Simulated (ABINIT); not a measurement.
# CsSnBr3 (Pm-3m) in ABINIT: a series of runs

One crystal, CsSnBr3, is run at these levels: LDA, PBE, WC; tasks: band structure.

Everything below comes from runs of ABINIT 10.8.3 (patched build). Logs are shortened: lines on timing, memory, paths and dates and some standing lists are left out, and cuts for length are marked. The log counts tension as positive stress, the text compression.

**Measured values to compare with.**

“Influence of hidden halogen mobility on local structure of CsSn(Cl1−xBrx)3 mixed-halide perovskites by solid-state NMR”, 2020, pmc:8179406 reports, for a powder of CsSnBr3 at 300 K: band gap 1.79 eV (optical).

The runs below are set against these values where they give the same quantity.

### Step 1. The crystal as given

The structure is cubic, space group Pm-3m (No. 221). Conventional cell: a = 5.839 Å, b = 5.839 Å, c = 5.839 Å, α = 90.00°, β = 90.00°, γ = 90.00°. Around Cs (site symmetry m-3m) lie 12 Br at 4.13 Å. Sn (site symmetry m-3m) is surrounded by 6 Br at 2.92 Å. Br (site symmetry 4/mmm) has 2 Sn at 2.92 Å as nearest neighbours.

The cell is a database's computed one.

### Step 2. Band structure, LDA

run.abi reads:

```
# Datasets: ground state, then fixed potential
ndtset 2

# Pseudopotentials
pp_dirpath "./"
pseudos "Cs.LDA_PW-JTH.xml, Sn.LDA_PW-JTH.xml, Br.LDA_PW-JTH.xml"

# Structure
acell 11.0341214431 11.0341214431 11.0341214431
rprim
     1.0000000000     0.0000000000     0.0000000000
     0.0000000000     1.0000000000     0.0000000000
     0.0000000000     0.0000000000     1.0000000000
ntypat 3
znucl 55 50 35
natom 5
typat 1 2 3 3 3
xred
     0.0000000000     0.0000000000     0.0000000000
     0.5000000000     0.5000000000     0.5000000000
     0.0000000000     0.5000000000     0.5000000000
     0.5000000000     0.5000000000     0.0000000000
     0.5000000000     0.0000000000     0.5000000000

# Plane-wave basis
ecut 20.0
pawecutdg 40.0

# Exchange and correlation
ixc 7

# Bands and occupations
occopt 3
tsmear 0.00183747

# SCF cycle
nstep 100

# Output
iomode 3
prtwf 0
prteig 0
prtebands 0
enunit 1
prtden1 1
prtvha1 1
prtvclmb1 1
prtpot1 1

# Dataset 1
kptopt1 1
ngkpt1 5 5 5
nshiftk1 1
shiftk1 0.0 0.0 0.0
nband1 27
tolvrs1 1.0e-9

# Dataset 2: bands along G-X-M-G-R-X
iscf2 -2
getden2 1
nband2 33
nbdbuf2 4
tolwfr2 1.0e-11
kptopt2 -5
ndivsm2 6
prteig2 1
prtvol2 -3
kptbounds2
     0.0000000000     0.0000000000     0.0000000000
     0.0000000000     0.5000000000     0.0000000000
     0.5000000000     0.5000000000     0.0000000000
     0.0000000000     0.0000000000     0.0000000000
     0.5000000000     0.5000000000     0.5000000000
     0.0000000000     0.5000000000     0.0000000000
```

Potentials or basis: JTH PAW LDA v2.0.

Started as:

```sh
abinit run.abi > log 2>&1
```

run.abo:

```text
.Version 10.8.3 of ABINIT
 DATASET    1 : space group Pm -3 m (#221); Bravais cP (primitive cubic)
================================================================================
 Values of the parameters that define the memory need for DATASET  1.
     intxc =       0    ionmov =       0      iscf =      17    lmnmax =      18
     lnmax =       6     mgfft =      48  mpssoang =       3    mqgrid =    3142
     natom =       5  nloc_mem =       2    nspden =       1   nspinor =       1
    nsppol =       1      nsym =      48    n1xccc =       1    ntypat =       3
    occopt =       3   xclevel =       1
       mpw =        5761          nfft =      110592          nkpt =          10
 PAW method is used; the additional fine FFT grid is defined by:
   mgfftf=        64    nfftf =    262144
================================================================================
================================================================================

 DATASET    2 : space group Pm -3 m (#221); Bravais cP (primitive cubic)
================================================================================
 Values of the parameters that define the memory need for DATASET  2.
     intxc =       0    ionmov =       0      iscf =      -2    lmnmax =      18
     lnmax =       6     mgfft =      48  mpssoang =       3    mqgrid =    3142
     natom =       5  nloc_mem =       2    nspden =       1   nspinor =       1
    nsppol =       1      nsym =      48    n1xccc =       1    ntypat =       3
    occopt =       3   xclevel =       1
       mpw =        5768          nfft =      110592          nkpt =          39
 PAW method is used; the additional fine FFT grid is defined by:
   mgfftf=        64    nfftf =    262144
================================================================================
================================================================================

--------------------------------------------------------------------------------
------------- Echo of variables that govern the present computation ------------
--------------------------------------------------------------------------------
 -outvars: echo values of preprocessed input variables --------
            acell      1.1034121443E+01  1.1034121443E+01  1.1034121443E+01 Bohr
              amu      1.32905430E+02  1.18710000E+02  7.99040000E+01
             ecut      2.00000000E+01 Hartree
           enunit           1
           getden1          0
           getden2          1
             iscf1         17
             iscf2         -2
              ixc           7
           jdtset        1    2
           kptopt1          1
           kptopt2         -5
         kptrlatt        5    0    0      0    5    0      0    0    5
          kptrlen1     5.51706072E+01
[... 843 lines left out ...]
       0.000000000000      0.500000000000      0.500000000000
       0.500000000000      0.500000000000      0.000000000000
       0.500000000000      0.000000000000      0.500000000000

 cartesian coordinates (angstrom) at end:
    1      0.00000000000000     0.00000000000000     0.00000000000000
    2      2.91950280303170     2.91950280303170     2.91950280303170
    3      0.00000000000000     2.91950280303170     2.91950280303170
    4      2.91950280303170     2.91950280303170     0.00000000000000
    5      2.91950280303170     0.00000000000000     2.91950280303170
 length scales= 11.034121443100 11.034121443100 11.034121443100 bohr
              =  5.839005606063  5.839005606063  5.839005606063 angstroms
 Eigenvalues (   eV  ) for nkpt=  39  k points:
 kpt#   1, nband= 33, wtk=  1.00000, kpt=  0.0000  0.0000  0.0000 (reduced coord)
 -21.47818  -21.28860  -21.28860  -21.25521  -21.25521  -21.25521  -14.89765  -14.36978
 -14.36978   -8.19542   -8.19542   -8.19542   -5.66299   -4.48233   -4.48233   -4.48233
  -2.20613   -2.20613   -2.20613   -2.07656   -2.07656   -2.07656    2.66025    3.81959
   3.81959    4.54198    4.54198    4.54198    5.55695    5.55695    5.55695    7.34686
   7.34686
 kpt#   2, nband= 33, wtk=  1.00000, kpt=  0.0000  0.0833  0.0000 (reduced coord)
 -21.47809  -21.28859  -21.28816  -21.25521  -21.25521  -21.25520  -14.89088  -14.37879
 -14.36964   -8.19447   -8.19437   -8.19437   -5.81129   -4.47657   -4.47657   -4.27760
  -2.21666   -2.21624   -2.21624   -2.08687   -2.08687   -2.08116    2.73507    3.86418
   3.87785    4.56769    4.58876    4.58876    5.30651    5.54700    5.54700    7.24036
   7.39382
 kpt#   3, nband= 33, wtk=  1.00000, kpt=  0.0000  0.1667  0.0000 (reduced coord)
 -21.47786  -21.28856  -21.28698  -21.25523  -21.25523  -21.25519  -14.87104  -14.40472
 -14.36925   -8.19195   -8.19151   -8.19151   -6.09013   -4.46057   -4.46057   -3.84610
  -2.24568   -2.24568   -2.24500   -2.11309   -2.11309   -2.07629    2.94839    3.99101
   4.04408    4.64423    4.67947    4.71324    4.71324    5.54000    5.54000    6.96790
[... 203 lines left out ...]
   4.37594    4.38162    4.99287    5.04399    5.43535    6.00829    6.09250    6.13452
   6.71287
 kpt#  38, nband= 33, wtk=  1.00000, kpt=  0.0625  0.5000  0.0625 (reduced coord)
 -21.47685  -21.28821  -21.28199  -21.25540  -21.25540  -21.25521  -14.73627  -14.55791
 -14.37506   -8.18413   -8.18223   -8.17926   -6.80126   -4.33825   -4.28298   -2.94797
  -2.50666   -2.36173   -2.23749   -2.23346   -2.18398   -1.23198    2.10515    4.22219
   4.72094    4.82111    4.93779    4.93979    5.27985    5.84852    6.29139    6.39401
   6.47099
 kpt#  39, nband= 33, wtk=  1.00000, kpt=  0.0000  0.5000  0.0000 (reduced coord)
 -21.47693  -21.28858  -21.28213  -21.25539  -21.25539  -21.25521  -14.74301  -14.55783
 -14.36765   -8.18217   -8.18008   -8.18008   -6.71533   -4.39039   -4.39039   -2.92748
  -2.38793   -2.38793   -2.35512   -2.19794   -2.19794   -1.25910    2.14036    4.16590
   4.77741    4.90546    4.98796    4.98796    5.23424    5.80887    6.36777    6.37393
   6.70676

== END DATASET(S) ==============================================================
================================================================================

 -outvars: echo values of variables after computation  --------
            acell      1.1034121443E+01  1.1034121443E+01  1.1034121443E+01 Bohr
           etotal1    -1.3177307234E+02
            fcart1    -0.0000000000E+00 -0.0000000000E+00 -0.0000000000E+00
                      -0.0000000000E+00 -0.0000000000E+00 -0.0000000000E+00
                      -0.0000000000E+00 -0.0000000000E+00 -0.0000000000E+00
                      -0.0000000000E+00 -0.0000000000E+00 -0.0000000000E+00
                      -0.0000000000E+00 -0.0000000000E+00 -0.0000000000E+00
           strten1     7.1617973369E-05  7.1617973369E-05  7.1617973369E-05
                       0.0000000000E+00  0.0000000000E+00  0.0000000000E+00
           xangst      0.0000000000E+00  0.0000000000E+00  0.0000000000E+00
                       2.9195028030E+00  2.9195028030E+00  2.9195028030E+00
                       0.0000000000E+00  2.9195028030E+00  2.9195028030E+00
                       2.9195028030E+00  2.9195028030E+00  0.0000000000E+00
                       2.9195028030E+00  0.0000000000E+00  2.9195028030E+00
             xred      0.0000000000E+00  0.0000000000E+00  0.0000000000E+00
                       5.0000000000E-01  5.0000000000E-01  5.0000000000E-01
                       0.0000000000E+00  5.0000000000E-01  5.0000000000E-01
                       5.0000000000E-01  5.0000000000E-01  0.0000000000E+00
                       5.0000000000E-01  0.0000000000E+00  5.0000000000E-01
 Calculation completed.
```

Wall time 3.1 min (1 thread of Arm Neoverse V2, shared host); peak memory 0.22 GiB.

Results:

* Free energy: -3585.7280 eV
* Band gap on the k mesh: 1.84 eV, direct
* Valence electrons inside the program's atomic spheres: Cs 5.34; Sn 11.77; Br 4.92

Levels at the corners of the path, in eV from the valence-band top:
```
point  band 19  band 20  band 21  band 22  band 23  band 24  band 25  band 26
    Γ    -2.88    -2.75    -2.75    -2.75     1.98     3.14     3.14     3.86
    X    -3.03    -2.88    -2.88    -1.94     1.46     3.49     4.10     4.23
    M    -3.15    -3.15    -2.39    -0.95     0.99     0.99     3.90     4.30
    Γ    -2.88    -2.75    -2.75    -2.75     1.98     3.14     3.14     3.86
    R    -2.37    -2.37    -2.37     0.00     0.44     0.44     0.44     3.52
    X    -3.03    -2.88    -2.88    -1.94     1.46     3.49     4.10     4.23
```

Caveat: the cutoff is too short for stress, so the log's stress isn't used; spin-orbit coupling is left out, which moves the levels of the heavy elements; an odd mesh through Γ misses points on the zone boundary, where band edges often lie.

### Step 3. Band structure, LDA

run.abi reads:

```
# Datasets: ground state, then fixed potential
ndtset 2

# Pseudopotentials
pp_dirpath "./"
pseudos "Cs.hgh, Sn.hgh, Br.hgh"

# Structure
acell 3*1.0
rprim
    11.0341214431     0.0000000000     0.0000000000
     0.0000000000    11.0341214431     0.0000000000
     0.0000000000     0.0000000000    11.0341214431
ntypat 3
znucl 55 50 35
natom 5
typat 1 2 3 3 3
xcart
     0.0000000000     0.0000000000     0.0000000000
     2.9195028050     2.9195028050     2.9195028050
     0.0000000000     2.9195028050     2.9195028050
     2.9195028050     2.9195028050     0.0000000000
     2.9195028050     0.0000000000     2.9195028050 Angstrom

# Plane-wave basis
ecut 20.0

# Exchange and correlation
ixc 7

# Bands and occupations
occopt 3
tsmear 0.00183747

# SCF cycle
nstep 100

# Output
iomode 3
prtwf 0
prteig 0
prtebands 0
enunit 1
prtden1 1

# Dataset 1
kptopt1 1
ngkpt1 5 5 5
nshiftk1 1
shiftk1 0.0 0.0 0.0
nband1 17
tolvrs1 1.0e-10

# Dataset 2: bands along G-X-M-G-R-X
iscf2 -2
getden2 1
nband2 23
nbdbuf2 4
tolwfr2 1.0e-11
kptopt2 -5
ndivsm2 6
prteig2 1
kptbounds2
     0.0000000000     0.0000000000     0.0000000000
     0.0000000000     0.5000000000     0.0000000000
     0.5000000000     0.5000000000     0.0000000000
     0.0000000000     0.0000000000     0.0000000000
     0.5000000000     0.5000000000     0.5000000000
     0.0000000000     0.5000000000     0.0000000000
```

Potentials or basis: HGH LDA.

Started as:

```sh
abinit run.abi > log 2>&1
```

Wall time 97 s (1 thread of Arm Neoverse V2, shared host); peak memory 0.14 GiB.

Results (log left out):

```yaml
Free_energy: -1207.6205 eV
Band_gap_on_the_k_mesh: 1.82 eV, direct
Valence_electrons_inside_the_program's_atomic_spheres: Cs 0.01; Sn 1.01; Br 4.22
```

Levels at the corners of the path, in eV from the valence-band top:
```
point  band 9  band 10  band 11  band 12  band 13  band 14  band 15  band 16  band 17  band 18
    Γ   -2.86    -2.86    -2.78    -2.78    -2.78     1.95     3.20     3.20     3.86     3.86
    X   -3.09    -3.03    -2.87    -2.87    -1.97     1.42     3.51     4.05     4.33     4.33
    M   -3.24    -3.16    -3.16    -2.39    -0.96     0.96     0.96     3.94     4.30     4.69
    Γ   -2.86    -2.86    -2.78    -2.78    -2.78     1.95     3.20     3.20     3.86     3.86
    R   -3.23    -2.37    -2.37    -2.37     0.00     0.40     0.40     0.40     3.53     4.29
    X   -3.09    -3.03    -2.87    -2.87    -1.97     1.42     3.51     4.05     4.33     4.33
```

Caveat: the cutoff is too short for stress, so the log's stress isn't used; spin-orbit coupling is left out, which moves the levels of the heavy elements; an odd mesh through Γ misses points on the zone boundary, where band edges often lie; HGH potentials are hard and often keep d shells in the core, so these values are rough. Expect the measured gap to be larger: semilocal functionals such as LDA lack the derivative discontinuity.

### Step 4. Band structure, PBE

run.abi reads:

```
# Datasets: ground state, then fixed potential
ndtset 2

# Pseudopotentials
pp_dirpath "./"
pseudos "Cs.GGA_PBE-JTH.xml, Sn.GGA_PBE-JTH_sp.xml, Br.GGA_PBE-JTH.xml"

# Structure
acell 11.0341214431 11.0341214431 11.0341214431
rprim
     1.0000000000     0.0000000000     0.0000000000
     0.0000000000     1.0000000000     0.0000000000
     0.0000000000     0.0000000000     1.0000000000
ntypat 3
znucl 55 50 35
natom 5
typat 1 2 3 3 3
xred
     0.0000000000     0.0000000000     0.0000000000
     0.5000000000     0.5000000000     0.5000000000
     0.0000000000     0.5000000000     0.5000000000
     0.5000000000     0.5000000000     0.0000000000
     0.5000000000     0.0000000000     0.5000000000

# Plane-wave basis
ecut 20.0
pawecutdg 40.0

# Exchange and correlation
ixc 11

# Bands and occupations
occopt 3
tsmear 0.05 eV

# SCF cycle
nstep 100

# Output
iomode 3
prtwf 0
prteig 0
prtebands 0
enunit 1
prtden1 1
prtvha1 1
prtvclmb1 1
prtpot1 1

# Dataset 1
kptopt1 1
ngkpt1 5 5 5
nshiftk1 1
shiftk1 0.0 0.0 0.0
nband1 21
tolvrs1 1.0e-9

# Dataset 2: bands along G-X-M-G-R-X
iscf2 -2
getden2 1
nband2 27
nbdbuf2 4
tolwfr2 1.0e-11
kptopt2 -5
ndivsm2 8
prteig2 1
prtvol2 -3
kptbounds2
     0.0000000000     0.0000000000     0.0000000000
     0.0000000000     0.5000000000     0.0000000000
     0.5000000000     0.5000000000     0.0000000000
     0.0000000000     0.0000000000     0.0000000000
     0.5000000000     0.5000000000     0.5000000000
     0.0000000000     0.5000000000     0.0000000000
```

Potentials or basis: JTH PAW PBE v2.0 sp.

Started as:

```sh
abinit run.abi > log 2>&1
```

It took 2.5 min on 1 thread of Arm Neoverse V2, shared host; peak memory 0.28 GiB.

Results (log left out):

```yaml
Free_energy: -1771.0135 eV
Band_gap_on_the_k_mesh: 1.88 eV, direct
Valence_electrons_inside_the_program's_atomic_spheres: Cs 5.34; Sn 2.20; Br 4.94
```

Levels at the corners of the path, in eV from the valence-band top:
```csv
point,band 15,band 16,band 17,band 18,band 19,band 20
Γ,-2.85,-2.85,-2.85,2.26,3.30,3.30
X,-2.97,-2.97,-2.00,1.49,3.69,4.33
M,-3.25,-2.51,-0.98,1.03,1.03,3.96
Γ,-2.85,-2.85,-2.85,2.26,3.30,3.30
R,-2.49,-2.49,0.00,0.51,0.51,0.51
X,-2.97,-2.97,-2.00,1.49,3.69,4.33
```

Caveat: the cutoff is too short for stress, so the log's stress isn't used; spin-orbit coupling is left out, which moves the levels of the heavy elements; this set keeps more shells in the core, which shifts pressures and gaps; an odd mesh through Γ misses points on the zone boundary, where band edges often lie.

### Step 5. Band structure, WC

run.abi: that of step 4 with these lines changed.

```diff
@@ -5,10 +5,10 @@
 pp_dirpath "./"
-pseudos "Cs.GGA_PBE-JTH.xml, Sn.GGA_PBE-JTH_sp.xml, Br.GGA_PBE-JTH.xml"
+pseudos "Cs.GGA_PBE-JTH.xml, Sn.GGA_PBE-JTH.xml, Br.GGA_PBE-JTH.xml"
 
 # Structure
-acell 11.0341214431 11.0341214431 11.0341214431
+acell 3*1.0 Angstrom
 rprim
-     1.0000000000     0.0000000000     0.0000000000
-     0.0000000000     1.0000000000     0.0000000000
-     0.0000000000     0.0000000000     1.0000000000
+     5.8390056100     0.0000000000     0.0000000000
+     0.0000000000     5.8390056100     0.0000000000
+     0.0000000000     0.0000000000     5.8390056100
 ntypat 3
@@ -25,7 +25,7 @@
 # Plane-wave basis
-ecut 20.0
-pawecutdg 40.0
+ecut 22.0
+pawecutdg 44.0
 
 # Exchange and correlation
-ixc 11
+ixc 23
 
@@ -33,3 +33,3 @@
 occopt 3
-tsmear 0.05 eV
+tsmear 0.00183747
 
@@ -43,3 +43,2 @@
 prtebands 0
-enunit 1
 prtden1 1
@@ -54,3 +53,3 @@
 shiftk1 0.0 0.0 0.0
-nband1 21
+nband1 27
 tolvrs1 1.0e-9
@@ -60,3 +59,3 @@
 getden2 1
-nband2 27
+nband2 33
 nbdbuf2 4
@@ -64,3 +63,3 @@
 kptopt2 -5
-ndivsm2 8
+ndivsm2 5
 prteig2 1
```

Potentials or basis: JTH PAW PBE v2.0.

Started as:

```sh
abinit run.abi > log 2>&1
```

It took 3.4 min on 1 thread of Arm Neoverse V2, shared host; peak memory 0.28 GiB.

The run converged. Its results:

* Free energy: -3572.2778 eV
* Pressure: -0.9 GPa
* Band gap along the path: 0.43 eV, direct
* Valence electrons inside the program's atomic spheres: Cs 5.37; Sn 11.74; Br 4.92

Levels at the corners of the path, in eV from the valence-band top:
| point | band 19 | band 20 | band 21 | band 22 | band 23 | band 24 | band 25 | band 26 |
| --- | --- | --- | --- | --- | --- | --- | --- | --- |
| Γ | -2.96 | -2.83 | -2.83 | -2.83 | 2.24 | 3.34 | 3.34 | 3.92 |
| X | -3.10 | -2.95 | -2.95 | -1.98 | 1.45 | 3.72 | 4.31 | 4.31 |
| M | -3.23 | -3.23 | -2.48 | -0.97 | 0.98 | 0.98 | 3.88 | 4.41 |
| Γ | -2.96 | -2.83 | -2.83 | -2.83 | 2.24 | 3.34 | 3.34 | 3.92 |
| R | -2.46 | -2.46 | -2.46 | 0.00 | 0.43 | 0.43 | 0.43 | 3.73 |
| X | -3.10 | -2.95 | -2.95 | -1.98 | 1.45 | 3.72 | 4.31 | 4.31 |

Caveat: the PAW data sets were made with another functional, which shifts forces and pressure a little; spin-orbit coupling is left out, which moves the levels of the heavy elements.

### Step 6. The runs side by side

```tsv
level	potentials or basis	cutoff (eV)	fine-grid cutoff	gap on the mesh (eV)
LDA	JTH PAW LDA v2.0	544	1088.46 eV	1.84
PBE	JTH PAW PBE v2.0 sp	544	1088.46 eV	1.88
WC	JTH PAW PBE v2.0	599	1197.3 eV	-
```

Alike in all rows: task band structure; no spin polarisation; cell as given; k mesh 5 × 5 × 5; smearing fermi-dirac 0.05 eV.

Caveats: spin-orbit coupling is left out, which moves the levels of the heavy elements; an odd mesh through Γ misses points on the zone boundary, where band edges often lie (some runs); this set keeps more shells in the core, which shifts pressures and gaps (some runs); the PAW data sets were made with another functional, which shifts forces and pressure a little (some runs).

Total energies depend on the potentials used, so only differences within one code and one set of settings carry meaning.

### Step 7. Comparison with measurements

Step 2. The gap isn't set beside the measured one, since this odd mesh misses points on the zone boundary.

Step 4. The gap isn't set beside the measured one, since this odd mesh misses points on the zone boundary.

Step 5. A measured gap of CsSnBr3 is 1.79 eV (optical; 300 K; powder; “Influence of hidden halogen mobility on local structure of CsSn(Cl1−xBrx)3 mixed-halide perovskites by solid-state NMR”, 2020, pmc:8179406); the calculated 0.43 eV misses it by -1.36 eV. So large a miss can be the level of theory's own, or it may mean another phase, state or a wrong row. Spin-orbit coupling on Br, Cs, Sn is left out. The value is that of WC, without temperature or zero-point motion. Semilocal functionals fall short of measured gaps as a rule. The cell is a database's relaxed one, not the measured one, which moves gaps too.
